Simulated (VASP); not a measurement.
# AlN (Fm-3m) in VASP: a series of runs

One crystal, AlN, is run at these levels: PBEsol; tasks: relaxation of cell and atoms.

Program: VASP 6.6.1. These are calculated values, not measurements. Logs are shortened: lines on timing, memory, paths and dates and some standing lists are left out, and cuts for length are marked.

### Step 1. Starting point

Symmetry: Fm-3m, No. 225, cubic system. Conventional cell: a = 4.069 Å, b = 4.069 Å, c = 4.069 Å, α = 90.00°, β = 90.00°, γ = 90.00°. Around Al (site symmetry m-3m) lie 6 N at 2.03 Å. Around N (site symmetry m-3m) lie 6 Al at 2.03 Å.

Measurements of this composition are mostly on another form, of space group No. 186.

### Step 2. Relaxation of cell and atoms, PBEsol, target pressure 14.5 GPa, at which the enthalpy is minimised

Input file INCAR:

```
PREC = Accurate
ENCUT = 520
EDIFF = 1E-7
ISMEAR = 0
SIGMA = 0.02
LREAL = F
LASPH = T
NELM = 80
ALGO = Normal
ISIF = 3
LWAVE = F
LCHARG = F
GGA = PS
IBRION = 2
NSW = 80
EDIFFG = -0.15
PSTRESS = 145.0
```

Input file KPOINTS:

```
regular mesh
0
Gamma
  14 14 14
```

Input file POSCAR:

```
AlN
1.0
    0.0000000000      2.0345180000      2.0345180000
    2.0345180000      0.0000000000      2.0345180000
    2.0345180000      2.0345180000      0.0000000000
Al N
1 1
Direct
    0.5000000000      0.5000000000      0.5000000000
    0.0000000000      0.0000000000      0.0000000000
```

Potentials or basis: VASP PAW PBE potentials, release 64 (Al, N).

On the command line:

```console
> cat potpaw_PBE.64/Al/POTCAR potpaw_PBE.64/N/POTCAR > POTCAR
> mpirun -np 1 vasp_std > vasp.out
```

OUTCAR:

```text
PREC = Accurate
   ENCUT = 520
   EDIFF = 1E-7
   ISMEAR = 0
   LREAL = F
   LASPH = T
   NELM = 80
   ISIF = 3
   GGA = PS
   IBRION = 2
   NSW = 80
   EDIFFG = -0.15
   PSTRESS = 145.0

 ion  position               nearest neighbor table
   1  0.500  0.500  0.500-   2 2.03   2 2.03   2 2.03   2 2.03   2 2.03   2 2.03
   2  0.000  0.000  0.000-   1 2.03   1 2.03   1 2.03   1 2.03   1 2.03   1 2.03

  LATTYP: Found a face centered cubic cell.
 ALAT       =     4.0690360000

  Lattice vectors:

 A1 = (   0.0000000000,   2.0345180000,   2.0345180000)
 A2 = (   2.0345180000,   0.0000000000,   2.0345180000)
 A3 = (   2.0345180000,   2.0345180000,   0.0000000000)

Analysis of symmetry for initial positions (statically):
=====================================================================
 Subroutine PRICEL returns:
 Original cell was already a primitive cell.

 Routine SETGRP: Setting up the symmetry group for a
 face centered cubic supercell.

 Subroutine GETGRP returns: Found 48 space group operations
 (whereof 48 operations were pure point group operations)
 out of a pool of 48 trial point group operations.

The static configuration has the point symmetry O_h .

Analysis of symmetry for dynamics (positions and initial velocities):
=====================================================================
 Subroutine PRICEL returns:
 Original cell was already a primitive cell.

 Routine SETGRP: Setting up the symmetry group for a
 face centered cubic supercell.

 Subroutine GETGRP returns: Found 48 space group operations
 (whereof 48 operations were pure point group operations)
 out of a pool of 48 trial point group operations.

The dynamic configuration has the point symmetry O_h .

 Subroutine INISYM returns: Found 48 space group operations
 (whereof 48 operations are pure point group operations),
 and found     1 'primitive' translations

----------------------------------------------------------------------------------------

                                     Primitive cell

  volume of cell :      16.8428

  direct lattice vectors                    reciprocal lattice vectors
     0.000000000  2.034518000  2.034518000    -0.245758455  0.245758455  0.245758455
     2.034518000  0.000000000  2.034518000     0.245758455 -0.245758455  0.245758455
     2.034518000  2.034518000  0.000000000     0.245758455  0.245758455 -0.245758455

  length of vectors
     2.877242948  2.877242948  2.877242948     0.425666130  0.425666130  0.425666130

  position of ions in fractional coordinates (direct lattice)
     0.500000000  0.500000000  0.500000000
     0.000000000  0.000000000  0.000000000

  ion indices of the primitive-cell ions
   primitive index   ion index
                 1           1
                 2           2

[... 60 lines left out ...]
   NGXF,Y,Z  is equivalent  to a cutoff of  27.73, 27.73, 27.73 a.u.
 SYSTEM =  unknown system
   PREC   = accura    normal or accurate (medium, high low for compatibility)
   ISTART =      0    job   : 0-new  1-cont  2-samecut
   ICHARG =      2    charge: 1-file 2-atom 10-const
   ISPIN  =      1    spin polarized calculation?
   LNONCOLLINEAR =      F non collinear calculations
   LSORBIT =      F    spin-orbit coupling
   LASPH  =      T    aspherical Exc in radial PAW
   ENCUT  =  520.0 eV  38.22 Ry    6.18 a.u.   5.35  5.35  5.35*2*pi/ulx,y,z
   NELM   =     80;   NELMIN=  2; NELMDL= -5     # of ELM steps
   EDIFF  = 0.1E-06   stopping-criterion for ELM
   LREAL  =      F    real-space projection
   EDIFFG = -.1E+00   stopping-criterion for IOM
   NSW    =     80    number of steps for IOM
   IBRION =      2    ionic relax: 0-MD 1-quasi-New 2-CG
   NFREE  =      1    steps in history (QN), initial steepest desc. (CG)
   ISIF   =      3    stress and relaxation
   ISYM   =      2    0-nonsym 1-usesym 2-fastsym
   POTIM  = 0.5000    time-step for ionic-motion
   TEBEG  =    0.0;   TEEND  =   0.0 temperature during run
   PSTRESS=  145.0 pullay stress
   NELECT =       8.0000    total number of electrons
   NUPDOWN=      -1.0000    fix difference up-down
   EMIN   =  10.00;   EMAX   =-10.00  energy-range for DOS
   EFERMI =   0.00;   METHOD = LEGACY
   ISMEAR =     0;   SIGMA  =   0.02  broadening in eV -4-tet -1-fermi 0-gaus
   EFERMI_NEDOS =   21; number of points for ismear=-14 and -15
   IALGO  =     38    algorithm
   IMIX   =      4    mixing-type and parameters
     AMIX     =   0.40;   BMIX     =  1.00
     AMIX_MAG =   1.60;   BMIX_MAG =  1.00
  volume/ion in A,a.u.               =       8.42        56.83
  Fermi-wavevector in a.u.,A,eV,Ry     =   1.277321  2.413786 22.198561  1.631548
  Thomas-Fermi vector in A             =   2.409927
   LORBIT       =      0    0 simple, 1 ext, 2 COOP (PROOUT), +10 PAW based schemes
   GGA     = PS    functional components
   LHFCALC =     F    Hartree Fock is set to
   AEXX    =    0.0000 exact exchange contribution
   IVDW    =     0    specifies the selected vdW correction
   LEPSILON=     F    determine dielectric tensor
   LRPA    =     F    only Hartree local field effects (RPA)
 conjugate gradient relaxation of ions
 non-spin polarized calculation
 Gauss-broadening in eV      SIGMA  =   0.02
  energy-cutoff  :      520.00
  volume of cell :       16.84
 maximum number of plane-waves:       467
 NGX is ok and might be reduce to    24
   NGX = 11   NGY = 11   NGZ = 11

--------------------------------------- Ionic step        1  -------------------------------------------

 number of electron       7.9999999 magnetization

 Free energy of the ion-electron system (eV)
  ---------------------------------------------------
  ext. energy  EPLUGINS =         0.00000000
  ---------------------------------------------------
  free energy    TOTEN  =       -15.44483981 eV

  energy without entropy =      -15.44483981  energy(sigma->0) =      -15.44483981

 E-fermi :   9.7771     XC(G=0): -12.3630

 val. band max:        9.6411449227   @ k =   0.0000   0.0000   0.0000
 cond. band min:      14.0160574576   @ k =   0.5000   0.5000   0.0000
 fundamental gap:      4.3749125349
 Fermi energy:         9.7771473412

 k-point     1 :       0.0000    0.0000    0.0000
  band No.  band energies     occupation
      1      -7.7365      2.00000
      2       9.6411      2.00000
      3       9.6411      2.00000
      4       9.6411      2.00000
      5      15.0398      0.00000
      6      21.6071      0.00000
      7      21.6071      0.00000
      8      21.6071      0.00000
[... 328 lines left out ...]
--------------------------------------- Ionic step        3  -------------------------------------------

 number of electron       8.0000000 magnetization

 Free energy of the ion-electron system (eV)
  ---------------------------------------------------
  ext. energy  EPLUGINS =         0.00000000
  ---------------------------------------------------
  free energy    TOTEN  =       -15.41587166 eV

  energy without entropy =      -15.41587166  energy(sigma->0) =      -15.41587166

 E-fermi :  10.6288     XC(G=0): -12.6784

 val. band max:       10.5166073838   @ k =   0.0000   0.0000   0.0000
 cond. band min:      15.5353543913   @ k =   0.5000   0.5000   0.0000
 fundamental gap:      5.0187470075
 Fermi energy:        10.6288133500

 k-point     1 :       0.0000    0.0000    0.0000
  band No.  band energies     occupation
      1      -7.4761      2.00000
      2      10.5166      2.00000
      3      10.5166      2.00000
      4      10.5166      2.00000
      5      16.8874      0.00000
      6      22.6911      0.00000
      7      22.6911      0.00000
      8      22.6911      0.00000
[... 286 lines left out ...]
  energy  without entropy=      -15.4158716597  energy(sigma->0) =      -15.41587166

  enthalpy is  TOTEN    =       -13.9898207685 eV   P V=        1.4260508912

 reached required accuracy - stopping structural energy minimisation
```

Wall time 11 s (1 thread of Intel Xeon 6975P-C (Granite Rapids), shared host); peak memory 0.14 GiB.

Results:

* Free energy: -15.4159 eV
* Relaxed volume: 7.88 Å³/atom
* Relaxed cell: a = 2.814 Å, b = 2.814 Å, c = 2.814 Å, α = 60.00°, β = 60.00°, γ = 60.00°
* Space group after relaxing (to 0.05 Å): Fm-3m (No. 225)
* Energy change on relaxing (the enthalpy is what falls): +14.5 meV/atom
* Ionic steps: 3
* Pressure after relaxing: 14.1 GPa
* Band gap on the k mesh: 5.02 eV, indirect (least direct gap 6.37 eV)

Step by step:
```csv
step,energy change (eV),largest force (eV/Å),pressure (GPa),volume (Å³)
1,0.0000,0.0000,-4.56,16.84
2,0.2485,0.0000,44.52,14.52
3,0.0290,0.0000,14.13,15.76
```

Final structure:
```yaml
crystal:
  lattice:
    - [0.00000, 1.98983, 1.98983]
    - [1.98983, 0.00000, 1.98983]
    - [1.98983, 1.98983, 0.00000]
  atoms:
    - { symbol: Al, position: [0.50000, 0.50000, 0.50000] }
    - { symbol: N, position: [0.00000, 0.00000, 0.00000] }
```

Caveat: the cell is relaxed towards a set pressure, so the enthalpy falls and the energy may rise; the PAW data sets were made with another functional, which shifts forces and pressure a little; the relaxation stopped at a loose force limit of 0.15 eV/Å, so its end isn't a converged minimum. A k mesh can miss the band edges.

### Step 3. Relaxation of cell and atoms, PBEsol, target pressure 14.5 GPa, at which the enthalpy is minimised

This run uses another cell than the first one, of 7.88 Å³/atom, 0.936 times its volume.

INCAR is that of step 2.

KPOINTS is that of step 2.

Input file POSCAR:

```
AlN                                     
1.0
    0.0000000000      1.9898295204      1.9898295204
    1.9898295204      0.0000000000      1.9898295204
    1.9898295204      1.9898295204      0.0000000000
  Al              N             
     1     1
Direct
     0.5000000000000000    0.5000000000000000    0.5000000000000000
     0.0000000000000000    0.0000000000000000    0.0000000000000000
```

Potentials or basis: VASP PAW PBE potentials, release 64 (Al, N).

On the command line:

```console
> cat potpaw_PBE.64/Al/POTCAR potpaw_PBE.64/N/POTCAR > POTCAR
> mpirun -np 1 vasp_std > vasp.out
```

It took 4.9 s on 1 thread of Intel Xeon 6975P-C (Granite Rapids), shared host; peak memory 0.13 GiB.

The run converged. Its results:

```yaml
Free_energy: -15.4150 eV
Pressure_after_relaxing: 14.1 GPa
Band_gap_on_the_k_mesh: 5.02 eV, indirect (least direct gap 6.37 eV)
```

Final structure:
```
CELL_PARAMETERS angstrom
0.00000 1.98983 1.98983
1.98983 0.00000 1.98983
1.98983 1.98983 0.00000
ATOMIC_POSITIONS crystal
Al 0.50000 0.50000 0.50000
N 0.00000 0.00000 0.00000
```

Levels at points of the mesh, in eV from the valence-band top:
```tsv
k point	band 1	band 2	band 3	band 4	band 5	band 6	band 7	band 8
(0.00, 0.00, 0.00)	-17.99	0.00	0.00	0.00	6.37	12.17	12.17	12.17
(0.50, 0.00, 0.00)	-14.50	-8.68	-1.18	-1.18	6.35	11.29	11.29	13.97
(0.50, 0.50, 0.00)	-13.43	-7.77	-2.95	-2.95	5.02	5.05	14.56	17.92
```

Caveat: the relaxation stopped at its first step, so nothing moved; the cell is relaxed towards a set pressure, so the enthalpy falls and the energy may rise; the PAW data sets were made with another functional, which shifts forces and pressure a little; the relaxation stopped at a loose force limit of 0.15 eV/Å, so its end isn't a converged minimum. A k mesh can miss the band edges.
